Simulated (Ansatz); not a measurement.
# Si (I4/mmm) in Ansatz: a series of runs

Runs on Si. Level: HSE06 form with a typed share of exact exchange. Tasks: single point.

Everything below comes from runs of Ansatz 0.2.0. Logs are shortened: lines on timing, memory, paths and dates and some standing lists are left out, and cuts for length are marked.

### 1 The crystal as given

It takes space group I4/mmm (No. 139, tetragonal). The conventional cell has a = 6.651 Å, b = 6.651 Å, c = 3.845 Å, α = 90.00°, β = 90.00°, γ = 90.00°. Si (site symmetry m2m) has 4 Si at 2.34 to 2.38 Å as nearest neighbours.

This isn't the form of Si at room conditions, which is diamond.

### 2 Single point, HSE06 form with a typed share of exact exchange

input reads:

```
crystal:
  lattice:
    - [-3.32544429, 3.32544429, 1.92238566]
    - [3.32544429, -3.32544429, 1.92238566]
    - [3.32544429, 3.32544429, -1.92238566]
  atoms:
    - { symbol: Si, position: [0.82119894, 0.17880106, 0.0] }
    - { symbol: Si, position: [0.17880106, 0.82119894, 0.0] }
    - { symbol: Si, position: [0.82119894, 0.82119894, 0.64239788] }
    - { symbol: Si, position: [0.17880106, 0.17880106, 0.35760212] }
hamiltonian:
  xc: { exchange: pbe, correlation: pbe, exx: { coeff: 0.25, omega: 0.2 } }
  pseudopotentials: { kind: paw }
kpoints:
  mp_grid: { grid: [4, 4, 4] }
scf:
  occupations: { method: fermi_dirac, width: 0.05 }
output:
  forces: true
  stress: true
  eigenvalues: true
```

Potentials or basis: Ansatz PAW.

The log of the run:

```text
Warning: output.stress: scf.convergence.dr2_threshold = 1e-7 eV (the SCF's general default) is looser than the 4e-10 eV advised for a printed stress (1e-10 eV for each atom of the cell: 4). What an SCF threshold leaves in a stress goes as its square root, and in the free energy as the threshold itself, and one threshold admits the most on a small cell: of the crystals measured, under no hybrid functional and no lock of the moments, on runs that ended without the residual-converged pass, on stresses that held no estimate of that error, the worst erred by over 100 MPa in a component at 1e-7 eV an atom and by under 5 at 1e-10. Set scf.convergence.dr2_threshold to 4e-10 eV or tighter. The threshold is an SCF's pass mark: one that does not reach it within its budget of iterations ends unconverged, or closes short of it on a stop that the run arms, and scf.convergence.dr2_threshold's page says what that costs each kind of run
Warning: output.stress: scf.exx.energy_threshold = 1e-6 eV is looser than the 4e-8 eV advised for a stress under a hybrid functional (1e-8 eV for each atom of the cell: 4). Every SCF of the exchange loop can meet its threshold on dr2 while the loop round them stops early: no threshold on dr2 bounds what that leaves in the stress. Set scf.exx.energy_threshold to 4e-8 eV or tighter. The threshold is the loop's pass mark: a loop that does not reach it within its budget of cycles ends unconverged, and scf.exx.energy_threshold's page has the law
GPUs: using 1 of 1 available (devices: 1).
Engine: ansatz 0.2.0, x86_64-unknown-linux-gnu
Pseudopotentials: kind: paw
Pseudopotential: Si, paw, valence charge 4, recommended cutoff 420 eV (normal), Si.paw.azcp
Functional definition: unnamed
  parameter a_1 = 0.25
  parameter omega_1 = 0.2/angstrom
  exchange = pbe_x + (-a_1)*pbe_x_sr(omega_1) + a_1*exact_x_sr(omega_1)
  correlation = pbe_c
device memory: the entry about to start is reckoned to put 0.7 GiB on a device that reports 64.9 GiB free (of which the cap on the GPU budget leaves the run 18.0 GiB)
GPU FFT provider: cuFFT
GPU libraries: cuBLAS 13.8.2, cuFFT 12.4.0, cuSOLVER 12.3.4
Crystal: 4 atoms, lattice volume = 85.035 Å³
Basis set: ecut = 420 eV, 1655 PW (Γ), exchange–correlation on 72×72×72 points (8 copies of the dense FFT grid, shifted against one another)
Bands: 12, of which v1, the nominal top of the filled ones, is band 8 counted from 1 (7 counted from 0)
Symmetry: 16 space group operations
Space group: I4/mmm (ITA 139), of the structure as read, at distance tolerance 4.4e-5 Å
k-points: 13 of 64
Non-local potential: Si, projectors of the file, l = 0: 2, l = 1: 2, l = 2: 2
PAW form: soft (Blöchl's): semilocal exchange-correlation on the pseudo side does not see the compensation charge
PAW frozen core: Si, regenerated for the run's functional, and the local potential with it (the file was generated under x = pbe(κ = 0.804, μ = 0.2195149727645171), c = pbe(β = 0.06672455060314922))
PAW one-centre angular grid: Si, 110 points (default); XC on 64 Gauss nodes
Initial density: superposition of atomic densities (neutral atoms: chi_scale 0, normalization atom), corrected by the library's trained network
Initial wavefunctions: pseudopotential atomic-orbital guess
GPU buffer pool allocated for 46656 grid points (all kernels)
GPU transforms: local potential and band sums: pruned to the plane-wave sphere, on 36×36×36
Functional: x = pbe(κ = 0.804, μ = 0.2195149727645171), c = pbe(β = 0.06672455060314922), warm-up for x = pbe(κ = 0.804, μ = 0.2195149727645171) + 0.25 (exact − pbe) at short range (hse, ω = 0.2 Å⁻¹), c = pbe(β = 0.06672455060314922)
SCF iter   1: F=—  HF=-2542.746580 eV  |F-HF|=—  |Δ(HF+E_count)|=         —  Δρ=1.87e-3  dr2=3.57e-3  ethr=1.77e-3  ⟨swp⟩=9.5  Hψ=872  notcnv=0
preconditioner: auto → none  [insulator: Δε(μ)=0.253 eV  Ē_g=7.767 eV  σ=0.050 eV  W_gap=0.85  n_scr=16 (ndim 8)  ℏωp=16.1 eV  f_vac=0.000  D(μ)=0.18/eV (n_scr^D=0)]
SCF iter   2: F=—  HF=-2542.746936 eV  |F-HF|=—  |Δ(HF+E_count)|=   3.56e-4  Δρ=8.80e-4  dr2=5.37e-4  ethr=2.23e-5  ⟨swp⟩=5.2  Hψ=459  notcnv=0  defer=3
iter 3 solved again at ethr=3.17e-7 eV; its pass at ethr=3.36e-6 eV (dr2=5.08e-5 eV) is discarded
[... 36 lines left out ...]
preconditioner: auto → none  [insulator: Δε(μ)=0.827 eV  Ē_g=9.010 eV  σ=0.050 eV  W_gap=1.00  n_scr=16 (ndim 8)  ℏωp=16.1 eV  f_vac=0.000  D(μ)=0.00/eV (n_scr^D=0)]
SCF iter   2: F=—  HF=-2544.662524 eV  |F-HF|=—  |Δ(HF+E_count)|=   1.75e-7  Δρ=7.87e-6  dr2=3.65e-8  ethr=9.83e-10  ⟨swp⟩=4.4  Hψ=430  notcnv=0
SCF iter   3: F=—  HF=-2544.662524 eV  |F-HF|=—  |Δ(HF+E_count)|=   8.11e-9  Δρ=3.28e-6  dr2=3.24e-9  ethr=1.91e-10  ⟨swp⟩=3.6  Hψ=307  notcnv=0  defer=5
SCF iter   4: F=-2544.662524 eV  HF=-2544.662524 eV  |F-HF|=1.82e-11  |Δ(HF+E_count)|=   1.18e-8  Δρ=3.36e-7  dr2=8.47e-11  ethr=1.43e-11  ⟨swp⟩=4.8  Hψ=496  notcnv=0  defer=1
SCF 3 converged in 4 iterations: F = -2544.662524 eV  dr2 = 8.47e-11
  Residual-converged pass: ⟨swp⟩=3.6  Hψ=376  notcnv=0  max |occ|·‖R‖ = 2.5e-7 eV (tolerance 2.7e-7 eV)  dr2=8.63e-11  dr2_onsite=9.02e-13  max |Δocc| = 1.0e-12
hybrid outer 2: dexx = +2.184e-7 eV, tail = 1.16e-9 eV, Δε = 6.61e-4 eV (about 1.10e-5 eV left of the loop's levels), ΔF = 7.20e-5 eV/Å (tail 2.21e-5)
hybrid SCF converged: 2 outer / 10 inner (+7 warm-up), last move |dexx| = 2.18e-7 eV, tail = 1.16e-9 eV
Stability not checked: this state was not tested for a lower state beside it, because the functional holds exact exchange (a hybrid, or Hartree-Fock), whose exchange loop this test does not read (fock_operator; see scf.lower_state_search)
Free energy (F): -2544.662524 eV
Frozen-core exchange: fock
Harris-Foulkes:  -2544.662524 eV  (|F-HF|=1.82e-11)
Internal energy: -2544.662509 eV  (E = F + TS)
E sigma→0 (E₀):  -2544.662516 eV
Entropy (-TS):   -0.000015 eV (-0.004 meV/atom)
Fermi energy:    5.938774 eV
--- Per-component energies (eV) ---
  E_band       = -3.713779
  E_kinetic    = 161.409544
  E_local      = -136.728422  (includes V_loc(G=0)·N_el)
  E_nonlocal   = 101.164131
  E_hartree    = 40.210176
  E_xc         = -179.398842
  E_vxc        = -152.142887  (∫ρ·V_xc dr)
  E_exx        = -22.454749  (= α·E_x^exact, valence–valence)
  E_paw        = -2071.096352  (= ΣΔE_a)
  E_vpaw       = -12.927057  (= ΣTr[D̂ρ^β])
  E_aug_tail   = 0.000025  (compensation charges beyond the density's cutoff)
  E_ewald      = -437.531341
  E_core_change = -0.236679  (= ΣΔE_core)
  E_smearing   = -0.000015  (= −TS)
  E_closure    = 0.000000  (closes the sum)
  Σ components = -2544.662524   (vs F -2544.662524, Δ=0.00e0)
--- Forces (eV/Å), atoms counted from 1 ---
  atom   1  Si    -0.02042801     0.02042801    -0.00000000
  atom   2  Si     0.02042801    -0.02042801    -0.00000000
  atom   3  Si     0.02042801     0.02042801     0.00000000
  atom   4  Si    -0.02042801    -0.02042801     0.00000000
  max |Σ_I F_I| component: 3.47e-17 eV/Å
--- Stress (GPa, compression-positive) ---
       -0.246471       0.000000       0.000000
        0.000000      -0.246471       0.000000
        0.000000       0.000000       0.621465
  P = ⅓ Tr σ = 0.0428 GPa (0.428 kbar)
--- Band table (eV; the first three rows and the last of 13) ---
  k-point 0: bands = ["-7.8771", "-3.1679", "-0.6583", "-0.6583", "1.4518", "3.8452", "3.8452", "4.9195", "7.6133", "7.8328", "7.8328", "8.5688"]
  k-point 1: bands = ["-7.5028", "-4.4007", "-0.4999", "-0.3656", "2.8091", "3.5099", "3.5490", "3.7719", "6.9496", "8.2083", "8.3178", "8.6572"]
  k-point 2: bands = ["-6.7523", "-5.7356", "-0.3297", "0.0686", "2.4213", "3.3155", "3.5439", "3.7019", "7.8369", "8.0751", "8.1378", "10.3388"]
  k-point 12: bands = ["-5.4355", "-5.4355", "-4.6324", "0.0136", "2.2550", "5.2353", "5.5260", "5.5260", "6.4959", "9.6907", "9.8665", "10.3952"]
```

Run time: 10 s. Hardware: 1 × NVIDIA H100 80GB HBM3 with 2 threads of AMD EPYC 7R13 (Zen 3), shared host; peak memory 1.5 GiB.

Results:

* Free energy: -2544.6625 eV
* Pressure: 0.0 GPa
* Largest force: 0.029 eV/Å
* Band gap on the k mesh: 0.83 eV, indirect (least direct gap 0.97 eV)

Forces in eV/Å, atoms in the order of the input:
```
Si  -0.020  0.020  0.000
Si   0.020 -0.020  0.000
Si   0.020  0.020  0.000
Si  -0.020 -0.020  0.000
```

Stress tensor (GPa, compression positive):
```
-0.25  0.00  0.00
 0.00 -0.25  0.00
 0.00  0.00  0.62
```

Levels at points of the mesh, in eV from the valence-band top:
| k point | band 4 | band 5 | band 6 | band 7 | band 8 | band 9 | band 10 | band 11 | band 12 |
| --- | --- | --- | --- | --- | --- | --- | --- | --- | --- |
| (0.00, 0.00, 0.00) | -6.18 | -4.07 | -1.68 | -1.68 | -0.61 | 2.09 | 2.31 | 2.31 | 3.04 |
| (0.00, 0.00, -0.50) | -5.46 | -3.10 | -2.21 | -1.98 | -1.82 | 2.31 | 2.55 | 2.61 | 4.81 |
| (0.00, -0.50, 0.00) | -6.80 | -4.78 | -3.77 | -2.60 | -1.58 | 1.42 | 3.10 | 3.73 | 4.27 |
| (-0.50, -0.50, -0.50) | -5.51 | -3.27 | -0.29 | 0.00 | 0.00 | 0.97 | 4.16 | 4.34 | 4.87 |

Caveat: the k mesh is coarse (spacing up to 0.47 Å⁻¹), so the values aren't converged, least of all with exact exchange; the PAW data sets come from PBE, with cores solved anew for the run's functional, which leaves a small shift of forces and pressure; the thresholds are loose for stress. A k mesh can miss the band edges.

### 3 Single point, HSE06 form with a typed share of exact exchange

Edit input of step 2 so:

```diff
@@ -11,3 +11,3 @@
 hamiltonian:
-  xc: { exchange: pbe, correlation: pbe, exx: { coeff: 0.25, omega: 0.2 } }
+  xc: { exchange: pbe, correlation: pbe, exx: { coeff: 0.25, omega: 0.3 } }
   pseudopotentials: { kind: paw }
```

Potentials or basis: Ansatz PAW.

Wall time 9.3 s (1 × NVIDIA H100 80GB HBM3 with 2 threads of AMD EPYC 7R13 (Zen 3), shared host); peak memory 1.5 GiB.

It converged, with:

```yaml
Free_energy: -2544.5953 eV
Pressure: 0.2 GPa
Largest_force: 0.027 eV/Å
Band_gap_on_the_k_mesh: 0.66 eV, indirect (least direct gap 0.79 eV)
```

Forces on the atoms (eV/Å):
```
Si  -0.019  0.019  0.000
Si   0.019 -0.019  0.000
Si   0.019  0.019  0.000
Si  -0.019 -0.019  0.000
```

Stress tensor (GPa, compression positive):
```
-0.05  0.00  0.00
 0.00 -0.05  0.00
 0.00  0.00  0.82
```

Levels at points of the mesh, in eV from the valence-band top:
```tsv
k point	band 5	band 6	band 7	band 8	band 9	band 10	band 11	band 12
(0.00, 0.00, 0.00)	-4.02	-1.65	-1.65	-0.60	1.91	2.12	2.12	2.85
(0.00, 0.00, -0.50)	-3.05	-2.17	-1.96	-1.79	2.12	2.38	2.42	4.61
(0.00, -0.50, 0.00)	-4.70	-3.71	-2.56	-1.55	1.25	2.91	3.54	4.07
(-0.50, -0.50, -0.50)	-3.21	-0.28	0.00	0.00	0.79	3.95	4.14	4.66
```

Caveat: the k mesh is coarse (spacing up to 0.47 Å⁻¹), so the values aren't converged, least of all with exact exchange; the PAW data sets come from PBE, with cores solved anew for the run's functional, which leaves a small shift of forces and pressure; the thresholds are loose for stress.

### 4 Single point, HSE06 form with a typed share of exact exchange

Edit input of step 3 so:

```diff
@@ -11,3 +11,3 @@
 hamiltonian:
-  xc: { exchange: pbe, correlation: pbe, exx: { coeff: 0.25, omega: 0.3 } }
+  xc: { exchange: pbe, correlation: pbe, exx: { coeff: 0.25, omega: 0.4 } }
   pseudopotentials: { kind: paw }
```

Potentials or basis: Ansatz PAW.

The log of the run:

```text
Warning: output.stress: scf.convergence.dr2_threshold = 1e-7 eV (the SCF's general default) is looser than the 4e-10 eV advised for a printed stress (1e-10 eV for each atom of the cell: 4). What an SCF threshold leaves in a stress goes as its square root, and in the free energy as the threshold itself, and one threshold admits the most on a small cell: of the crystals measured, under no hybrid functional and no lock of the moments, on runs that ended without the residual-converged pass, on stresses that held no estimate of that error, the worst erred by over 100 MPa in a component at 1e-7 eV an atom and by under 5 at 1e-10. Set scf.convergence.dr2_threshold to 4e-10 eV or tighter. The threshold is an SCF's pass mark: one that does not reach it within its budget of iterations ends unconverged, or closes short of it on a stop that the run arms, and scf.convergence.dr2_threshold's page says what that costs each kind of run
Warning: output.stress: scf.exx.energy_threshold = 1e-6 eV is looser than the 4e-8 eV advised for a stress under a hybrid functional (1e-8 eV for each atom of the cell: 4). Every SCF of the exchange loop can meet its threshold on dr2 while the loop round them stops early: no threshold on dr2 bounds what that leaves in the stress. Set scf.exx.energy_threshold to 4e-8 eV or tighter. The threshold is the loop's pass mark: a loop that does not reach it within its budget of cycles ends unconverged, and scf.exx.energy_threshold's page has the law
GPUs: using 1 of 1 available (devices: 1).
[... 5 set-up lines as earlier in the session ...]
  parameter omega_1 = 0.4/angstrom
[... 2 set-up lines as earlier in the session ...]
device memory: the entry about to start is reckoned to put 0.7 GiB on a device that reports 61.8 GiB free (of which the cap on the GPU budget leaves the run 18.0 GiB)
GPU FFT provider: cuFFT
GPU libraries: cuBLAS 13.8.2, cuFFT 12.4.0, cuSOLVER 12.3.4
Crystal: 4 atoms, lattice volume = 85.035 Å³
Basis set: ecut = 420 eV, 1655 PW (Γ), exchange–correlation on 72×72×72 points (8 copies of the dense FFT grid, shifted against one another)
Bands: 12, of which v1, the nominal top of the filled ones, is band 8 counted from 1 (7 counted from 0)
[... 2 set-up lines as earlier in the session ...]
k-points: 13 of 64
[... 6 set-up lines as earlier in the session ...]
GPU buffer pool allocated for 46656 grid points (all kernels)
GPU transforms: local potential and band sums: pruned to the plane-wave sphere, on 36×36×36
Functional: x = pbe(κ = 0.804, μ = 0.2195149727645171), c = pbe(β = 0.06672455060314922), warm-up for x = pbe(κ = 0.804, μ = 0.2195149727645171) + 0.25 (exact − pbe) at short range (hse, ω = 0.4 Å⁻¹), c = pbe(β = 0.06672455060314922)
SCF iter   1: F=—  HF=-2542.746968 eV  |F-HF|=—  |Δ(HF+E_count)|=         —  Δρ=1.87e-3  dr2=3.57e-3  ethr=1.77e-3  ⟨swp⟩=9.5  Hψ=872  notcnv=0
[... 46 lines left out ...]
hybrid outer 2: dexx = +3.468e-8 eV, tail = 1.02e-9 eV, Δε = 1.60e-4 eV (about 3.91e-6 eV left of the loop's levels), ΔF = 1.23e-4 eV/Å (tail 7.23e-5)
hybrid SCF converged: 2 outer / 10 inner (+7 warm-up), last move |dexx| = 3.47e-8 eV, tail = 1.02e-9 eV
Stability not checked: this state was not tested for a lower state beside it, because the functional holds exact exchange (a hybrid, or Hartree-Fock), whose exchange loop this test does not read (fock_operator; see scf.lower_state_search)
Free energy (F): -2544.521194 eV
Frozen-core exchange: fock
Harris-Foulkes:  -2544.521194 eV  (|F-HF|=2.90e-10)
Internal energy: -2544.521026 eV  (E = F + TS)
E sigma→0 (E₀):  -2544.521110 eV
Entropy (-TS):   -0.000169 eV (-0.042 meV/atom)
Fermi energy:    5.950043 eV
--- Per-component energies (eV) ---
  E_band       = 1.199563
  E_kinetic    = 161.324400
  E_local      = -136.957234  (includes V_loc(G=0)·N_el)
  E_nonlocal   = 101.525574
  E_hartree    = 40.175642
  E_xc         = -186.788745
  E_vxc        = -157.782318  (∫ρ·V_xc dr)
  E_exx        = -17.246131  (= α·E_x^exact, valence–valence)
  E_paw        = -2068.792055  (= ΣΔE_a)
  E_vpaw       = -12.769848  (= ΣTr[D̂ρ^β])
  E_aug_tail   = 0.000025  (compensation charges beyond the density's cutoff)
  E_ewald      = -437.531341
  E_core_change = -0.231162  (= ΣΔE_core)
  E_smearing   = -0.000169  (= −TS)
  E_closure    = 0.000000  (closes the sum)
  Σ components = -2544.521194   (vs F -2544.521194, Δ=0.00e0)
--- Forces (eV/Å), atoms counted from 1 ---
  atom   1  Si    -0.01774878     0.01774878     0.00000000
  atom   2  Si     0.01774878    -0.01774878     0.00000000
  atom   3  Si     0.01774878     0.01774878     0.00000000
  atom   4  Si    -0.01774878    -0.01774878     0.00000000
  max |Σ_I F_I| component: 7.63e-17 eV/Å
--- Stress (GPa, compression-positive) ---
        0.154324      -0.000000       0.000000
       -0.000000       0.154324       0.000000
        0.000000       0.000000       1.028227
  P = ⅓ Tr σ = 0.4456 GPa (4.456 kbar)
--- Band table (eV; the first three rows and the last of 13) ---
  k-point 0: bands = ["-7.4186", "-2.7869", "-0.3114", "-0.3114", "1.7021", "4.0547", "4.0547", "5.0772", "7.4611", "7.6641", "7.6641", "8.3884"]
  k-point 1: bands = ["-7.0477", "-3.9882", "-0.1758", "-0.0311", "3.0348", "3.7048", "3.7637", "3.9845", "6.8146", "8.0391", "8.1427", "8.4825"]
  k-point 2: bands = ["-6.3069", "-5.2970", "-0.0191", "0.3806", "2.6717", "3.5381", "3.7310", "3.9177", "7.6699", "7.9487", "7.9678", "10.1413"]
  k-point 12: bands = ["-5.0110", "-5.0110", "-4.2080", "0.3721", "2.5188", "5.4052", "5.6754", "5.6754", "6.3531", "9.4688", "9.6621", "10.1892"]
```

It took 11 s on 1 × NVIDIA H100 80GB HBM3 with 2 threads of AMD EPYC 7R13 (Zen 3), shared host; peak memory 1.5 GiB.

What came out:

- Free energy: -2544.5212 eV
- Pressure: 0.4 GPa
- Largest force: 0.025 eV/Å
- Band gap on the k mesh: 0.55 eV, indirect (least direct gap 0.68 eV)

Forces on the atoms (eV/Å):
```
Si  -0.018  0.018  0.000
Si   0.018 -0.018  0.000
Si   0.018  0.018  0.000
Si  -0.018 -0.018  0.000
```

Caveat: the k mesh is coarse (spacing up to 0.47 Å⁻¹), so the values aren't converged, least of all with exact exchange; the PAW data sets come from PBE, with cores solved anew for the run's functional, which leaves a small shift of forces and pressure; the thresholds are loose for stress.

### 5 Single point, HSE06 form with a typed share of exact exchange

Edit input of step 4 so:

```diff
@@ -11,3 +11,3 @@
 hamiltonian:
-  xc: { exchange: pbe, correlation: pbe, exx: { coeff: 0.25, omega: 0.4 } }
+  xc: { exchange: pbe, correlation: pbe, exx: { coeff: 0.25, omega: 0.6 } }
   pseudopotentials: { kind: paw }
```

Run time: 7.8 s. Hardware: 1 × NVIDIA H100 80GB HBM3 with 2 threads of AMD EPYC 7R13 (Zen 3), shared host; peak memory 1.5 GiB.

It converged, with:

```
Free energy            : -2544.3370 eV
Pressure               : 0.8 GPa
Largest force          : 0.023 eV/Å
Band gap on the k mesh : 0.42 eV, indirect (least direct gap 0.54 eV)
```

Forces in eV/Å, atoms in the order of the input:
```
Si  -0.016  0.016  0.000
Si   0.016 -0.016  0.000
Si   0.016  0.016  0.000
Si  -0.016 -0.016  0.000
```

Stress tensor (GPa, compression positive):
```
0.50 0.00 0.00
0.00 0.50 0.00
0.00 0.00 1.39
```

Levels at points of the mesh, in eV from the valence-band top:
```csv
k point,band 4,band 5,band 6,band 7,band 8,band 9,band 10,band 11,band 12
"(0.00, 0.00, 0.00)",-5.84,-3.90,-1.58,-1.58,-0.58,1.63,1.82,1.82,2.54
"(0.00, 0.00, -0.50)",-5.18,-2.94,-2.09,-1.92,-1.71,1.83,2.13,2.14,4.27
"(0.00, -0.50, 0.00)",-6.44,-4.52,-3.60,-2.46,-1.49,1.01,2.61,3.26,3.75
"(-0.50, -0.50, -0.50)",-5.17,-3.07,-0.26,0.00,0.00,0.54,3.57,3.79,4.31
```

Caveat: the k mesh is coarse (spacing up to 0.47 Å⁻¹), so the values aren't converged, least of all with exact exchange; the PAW data sets come from PBE, with cores solved anew for the run's functional, which leaves a small shift of forces and pressure; the thresholds are loose for stress.

### 6 Summary

```csv
screening (1/Å),gap on the mesh (eV),pressure (GPa),largest force (eV/Å)
0.2,0.83,0.0,0.03
0.3,0.66,0.2,0.03
0.4,0.55,0.4,0.03
0.6,0.42,0.8,0.02
```

Alike in all rows: task single point; level HSE06 form with a typed share of exact exchange; potentials or basis Ansatz PAW; no spin polarisation; cell as given; k mesh 4 × 4 × 4; cutoff (eV) 420; smearing fermi-dirac 0.05 eV; the mesh is coarse, so values aren't converged.

Caveats: all runs use coarse meshes; the PAW data sets come from PBE, with cores solved anew for the run's functional, which leaves a small shift of forces and pressure; the thresholds are loose for stress.

Absolute energies hang on the potentials; compare differences alone.
